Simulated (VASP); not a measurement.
# BaS (P6_3/mmc) in VASP: single point with PBEsol

Aim: the single point of BaS with PBEsol.

Everything below comes from runs of VASP 6.6.1. Logs are shortened: lines on timing, memory, paths and dates and some standing lists are left out, and cuts for length are marked.

### 1 The crystal as given

The structure is hexagonal, space group P6_3/mmc (No. 194). Conventional cell: a = 5.384 Å, b = 5.384 Å, c = 6.382 Å, α = 90.00°, β = 90.00°, γ = 120.00°. Ba (site symmetry -6m2) has 5 S at 3.11 to 3.19 Å as nearest neighbours. S (site symmetry -6m2) has 5 Ba at 3.11 to 3.19 Å as nearest neighbours.

The cell was built by a generator and needn't be a form met in nature.

### 2 Single point, PBEsol

The input, INCAR:

```
SYSTEM = BaS
PREC = Accurate
ENCUT = 520
EDIFF = 1E-6
ISMEAR = 0
SIGMA = 0.01
LREAL = .False.
LASPH = .True.
NELM = 100
ALGO = Fast
ISIF = 2
LWAVE = .False.
LCHARG = .False.
GGA = PS
NBANDS = 24
```

The input, KPOINTS:

```
regular mesh
0
Gamma
  6 6 4
  0 0 0
```

The input, POSCAR:

```
BaS
1.0
    5.3844481182      0.0000000000      0.0000000000
   -2.6922240591      4.6630688557      0.0000000000
    0.0000000000      0.0000000000      6.3816974491
Ba S
2 2
Direct
    0.3333333333      0.6666666667      0.2500000000
    0.6666666667      0.3333333333      0.7500000000
    0.6666666667      0.3333333333      0.2500000000
    0.3333333333      0.6666666667      0.7500000000
```

Potentials or basis: VASP PAW PBE potentials, release 64 (Ba_sv, S).

Command:

```bash
$ cat potpaw_PBE.64/Ba_sv/POTCAR potpaw_PBE.64/S/POTCAR > POTCAR
$ mpirun -np 1 vasp_std > vasp.out
```

OUTCAR:

```text
SYSTEM = BaS
   PREC = Accurate
   ENCUT = 520
   EDIFF = 1E-6
   ISMEAR = 0
   LREAL = .False.
   LASPH = .True.
   NELM = 100
   ISIF = 2
   GGA = PS

 ion  position               nearest neighbor table
   1  0.333  0.667  0.250-   3 3.11   3 3.11   3 3.11   4 3.19   4 3.19   2 4.45   2 4.45   2 4.45
                             2 4.45   2 4.45   2 4.45
   2  0.667  0.333  0.750-   4 3.11   4 3.11   4 3.11   3 3.19   3 3.19   1 4.45   1 4.45   1 4.45
                             1 4.45   1 4.45   1 4.45
   3  0.667  0.333  0.250-   1 3.11   1 3.11   1 3.11   2 3.19   2 3.19
   4  0.333  0.667  0.750-   2 3.11   2 3.11   2 3.11   1 3.19   1 3.19

  LATTYP: Found a hexagonal cell.
 ALAT       =     5.3844481182
 C/A-ratio  =     1.1852092005

  Lattice vectors:

 A1 = (   5.3844481182,   0.0000000000,   0.0000000000)
 A2 = (  -2.6922240591,   4.6630688557,   0.0000000000)
 A3 = (   0.0000000000,   0.0000000000,   6.3816974491)

Analysis of symmetry for initial positions (statically):
=====================================================================
 Subroutine PRICEL returns:
 Original cell was already a primitive cell.

 Routine SETGRP: Setting up the symmetry group for a
 hexagonal supercell.

 Subroutine GETGRP returns: Found 24 space group operations
 (whereof 12 operations were pure point group operations)
 out of a pool of 24 trial point group operations.

The static configuration has the point symmetry D_3d.
 The point group associated with its full space group is D_6h.

Analysis of symmetry for dynamics (positions and initial velocities):
=====================================================================
 Subroutine PRICEL returns:
 Original cell was already a primitive cell.

 Routine SETGRP: Setting up the symmetry group for a
 hexagonal supercell.

 Subroutine GETGRP returns: Found 24 space group operations
 (whereof 12 operations were pure point group operations)
 out of a pool of 24 trial point group operations.

The dynamic configuration has the point symmetry D_3d.
 The point group associated with its full space group is D_6h.

 Subroutine INISYM returns: Found 24 space group operations
 (whereof 12 operations are pure point group operations),
 and found     1 'primitive' translations

----------------------------------------------------------------------------------------

                                     Primitive cell

  volume of cell :     160.2320

  direct lattice vectors                    reciprocal lattice vectors
     5.384448118  0.000000000  0.000000000     0.185720055  0.107225524  0.000000000
    -2.692224059  4.663068856  0.000000000     0.000000000  0.214451047  0.000000000
     0.000000000  0.000000000  6.381697449     0.000000000  0.000000000  0.156698121

  length of vectors
     5.384448118  5.384448118  6.381697449     0.214451047  0.214451047  0.156698121

  position of ions in fractional coordinates (direct lattice)
     0.333333333  0.666666667  0.250000000
     0.666666667  0.333333333  0.750000000
     0.666666667  0.333333333  0.250000000
     0.333333333  0.666666667  0.750000000

  ion indices of the primitive-cell ions
   primitive index   ion index
                 1           1
                 2           2
                 3           3
                 4           4

----------------------------------------------------------------------------------------

 KPOINTS: regular mesh

Automatic generation of k-mesh.
 Grid dimensions read from file:
 generate k-points for:    6    6    4

 Generating k-lattice:

  Cartesian coordinates                     Fractional coordinates (reciprocal lattice)
     0.030953342  0.017870921  0.000000000     0.166666667  0.000000000  0.000000000
     0.000000000  0.035741841  0.000000000     0.000000000  0.166666667  0.000000000
     0.000000000  0.000000000  0.039174530     0.000000000  0.000000000  0.250000000

  Length of vectors
     0.035741841  0.035741841  0.039174530

  Shift w.r.t. Gamma in fractional coordinates (k-lattice)
     0.000000000  0.000000000  0.000000000

 Subroutine IBZKPT returns following result:
 ===========================================

 Found     21 irreducible k-points:

 Following reciprocal coordinates:
            Coordinates               Weight
  0.000000  0.000000  0.000000      1.000000
  0.166667  0.000000  0.000000      6.000000
  0.333333  0.000000  0.000000      6.000000
  0.500000  0.000000  0.000000      3.000000
  0.166667  0.166667  0.000000      6.000000
  0.333333  0.166667  0.000000     12.000000
[... 13 lines left out ...]
  0.333333  0.166667  0.500000     12.000000
  0.333333  0.333333  0.500000      2.000000
   k-points           NKPTS =     21   k-points in BZ     NKDIM =     21   number of bands    NBANDS=     24
   number of dos      NEDOS =    301   number of ions     NIONS =      4
   total plane-waves  NPLWV =  76800
   dimension x,y,z NGX =    40 NGY =   40 NGZ =   48
   dimension x,y,z NGXF=    80 NGYF=   80 NGZF=   96
   ions per type =               2   2
   NGX,Y,Z   is equivalent  to a cutoff of  12.35, 12.35, 12.50 a.u.
   NGXF,Y,Z  is equivalent  to a cutoff of  24.70, 24.70, 25.01 a.u.
 SYSTEM =  BaS
   PREC   = accura    normal or accurate (medium, high low for compatibility)
   ISTART =      0    job   : 0-new  1-cont  2-samecut
   ICHARG =      2    charge: 1-file 2-atom 10-const
   ISPIN  =      1    spin polarized calculation?
   LNONCOLLINEAR =      F non collinear calculations
   LSORBIT =      F    spin-orbit coupling
   LASPH  =      T    aspherical Exc in radial PAW
   ENCUT  =  520.0 eV  38.22 Ry    6.18 a.u.  10.01 10.01 11.87*2*pi/ulx,y,z
   NELM   =    100;   NELMIN=  2; NELMDL= -5     # of ELM steps
   EDIFF  = 0.1E-05   stopping-criterion for ELM
   LREAL  =      F    real-space projection
   EDIFFG = 0.1E-04   stopping-criterion for IOM
   NSW    =      0    number of steps for IOM
   IBRION =     -1    ionic relax: 0-MD 1-quasi-New 2-CG
   NFREE  =      0    steps in history (QN), initial steepest desc. (CG)
   ISIF   =      2    stress and relaxation
   ISYM   =      2    0-nonsym 1-usesym 2-fastsym
   POTIM  = 0.5000    time-step for ionic-motion
   TEBEG  =    0.0;   TEEND  =   0.0 temperature during run
   PSTRESS=    0.0 pullay stress
   NELECT =      32.0000    total number of electrons
   NUPDOWN=      -1.0000    fix difference up-down
   EMIN   =  10.00;   EMAX   =-10.00  energy-range for DOS
   EFERMI =   0.00;   METHOD = LEGACY
   ISMEAR =     0;   SIGMA  =   0.01  broadening in eV -4-tet -1-fermi 0-gaus
   EFERMI_NEDOS =   21; number of points for ismear=-14 and -15
   IALGO  =     68    algorithm
   IMIX   =      4    mixing-type and parameters
     AMIX     =   0.40;   BMIX     =  1.00
     AMIX_MAG =   1.60;   BMIX_MAG =  1.00
  volume/ion in A,a.u.               =      40.06       270.32
  Fermi-wavevector in a.u.,A,eV,Ry     =   0.956919  1.808314 12.458767  0.915694
  Thomas-Fermi vector in A             =   2.085890
   LORBIT       =      0    0 simple, 1 ext, 2 COOP (PROOUT), +10 PAW based schemes
   GGA     = PS    functional components
   LHFCALC =     F    Hartree Fock is set to
   AEXX    =    0.0000 exact exchange contribution
   IVDW    =     0    specifies the selected vdW correction
   LEPSILON=     F    determine dielectric tensor
   LRPA    =     F    only Hartree local field effects (RPA)
 non-spin polarized calculation
 RMM-DIIS sequential band-by-band and
 Gauss-broadening in eV      SIGMA  =   0.01
  energy-cutoff  :      520.00
  volume of cell :      160.23
 maximum number of plane-waves:      4341
   NGX = 21   NGY = 21   NGZ = 23

 number of electron      31.9999998 magnetization

 Free energy of the ion-electron system (eV)
  ---------------------------------------------------
  ext. energy  EPLUGINS =         0.00000000
  ---------------------------------------------------
  free energy    TOTEN  =       -20.91194819 eV

  energy without entropy =      -20.91194819  energy(sigma->0) =      -20.91194819

 E-fermi :   0.4101     XC(G=0):  -7.7018

 val. band max:        0.3603054831   @ k =   0.0000   0.0000   0.0000
 cond. band min:       2.7226741353   @ k =   0.3333   0.3333   0.0000
 fundamental gap:      2.3623686521
 Fermi energy:         0.4100625888

 k-point     1 :       0.0000    0.0000    0.0000
  band No.  band energies     occupation
      1     -25.8900      2.00000
      2     -25.8376      2.00000
      3     -11.3553      2.00000
      4     -11.1956      2.00000
      5     -11.1956      2.00000
      6     -11.0356      2.00000
[... 16 lines left out ...]
     23       6.1719      0.00000
     24       6.8238      0.00000

 k-point     2 :       0.1667    0.0000    0.0000
  band No.  band energies     occupation
      1     -25.8858      2.00000
      2     -25.8397      2.00000
      3     -11.3323      2.00000
      4     -11.3289      2.00000
      5     -11.2112      2.00000
      6     -11.2070      2.00000
[... 16 lines left out ...]
     23       6.2178      0.00000
     24       6.4477      0.00000

 k-point     3 :       0.3333    0.0000    0.0000
  band No.  band energies     occupation
      1     -25.8758      2.00000
      2     -25.8456      2.00000
      3     -11.5439      2.00000
      4     -11.4525      2.00000
      5     -11.2610      2.00000
      6     -11.2399      2.00000
[... 16 lines left out ...]
     23       6.1037      0.00000
     24       6.1052      0.00000
[... 433 lines left out ...]
 k-point    20 :       0.3333    0.1667    0.5000
  band No.  band energies     occupation
      1     -25.8592      2.00000
      2     -25.8592      2.00000
      3     -11.8664      2.00000
      4     -11.8664      2.00000
      5     -11.1618      2.00000
      6     -11.1618      2.00000
[... 16 lines left out ...]
     23       6.3934      0.00000
     24       6.4572      0.00000

 k-point    21 :       0.3333    0.3333    0.5000
  band No.  band energies     occupation
      1     -25.8587      2.00000
      2     -25.8587      2.00000
      3     -11.8978      2.00000
      4     -11.8978      2.00000
      5     -11.1809      2.00000
      6     -11.1809      2.00000
[... 16 lines left out ...]
     23       6.4346      0.00000
     24       6.4354      0.00000

------------------------ aborting loop because EDIFF is reached ----------------------------------------

  FORCE on cell =-STRESS in cart. coord.  units (eV):
  Direction    XX          YY          ZZ          XY          YZ          ZX
  --------------------------------------------------------------------------------------
  -------------------------------------------------------------------------------------
  Total       -0.8822384     -0.8822384     -1.0642376      0.0000000     -0.0000000      0.0000000
  in kB       -8.8215987     -8.8215987    -10.6414287      0.0000000     -0.0000000      0.0000000
  external PRESSURE =      -9.4282087 kB  Pullay stress =       0.0000000 kB

 VOLUME and BASIS-vectors are now :
 -----------------------------------------------------------------------------
  energy-cutoff  :      520.00
  volume of cell :      160.23
      direct lattice vectors                 reciprocal lattice vectors
     5.384448118  0.000000000  0.000000000     0.185720055  0.107225524  0.000000000
    -2.692224059  4.663068856  0.000000000     0.000000000  0.214451047  0.000000000
     0.000000000  0.000000000  6.381697449     0.000000000  0.000000000  0.156698121

 POSITION                                       TOTAL-FORCE (eV/Angst)
 -----------------------------------------------------------------------------------
     -0.00000      3.10871      1.59542        -0.000000      0.000000      0.000000
      2.69222      1.55436      4.78627         0.000000     -0.000000     -0.000000
      2.69222      1.55436      1.59542         0.000000     -0.000000      0.000000
     -0.00000      3.10871      4.78627        -0.000000      0.000000      0.000000
 -----------------------------------------------------------------------------------
    total drift:                               -0.000000      0.000000     -0.000000

  FREE ENERGIE OF THE ION-ELECTRON SYSTEM (eV)
  ---------------------------------------------------
  free  energy   TOTEN  =       -20.9119481908 eV

  energy  without entropy=      -20.9119481908  energy(sigma->0) =      -20.91194819
```

It took 53 s on 1 thread of Intel Xeon 6975P-C (Granite Rapids), shared host; peak memory 0.29 GiB.

What came out:

```yaml
Free_energy: -20.9119 eV
Pressure: -0.9 GPa
Band_gap_on_the_k_mesh: 2.36 eV, indirect (least direct gap 2.51 eV)
```

Caveat: the PAW data sets were made with another functional, which shifts forces and pressure a little; spin-orbit coupling is left out, which moves the levels of the heavy elements. As with any semilocal functional, this PBEsol gap is likely too small.
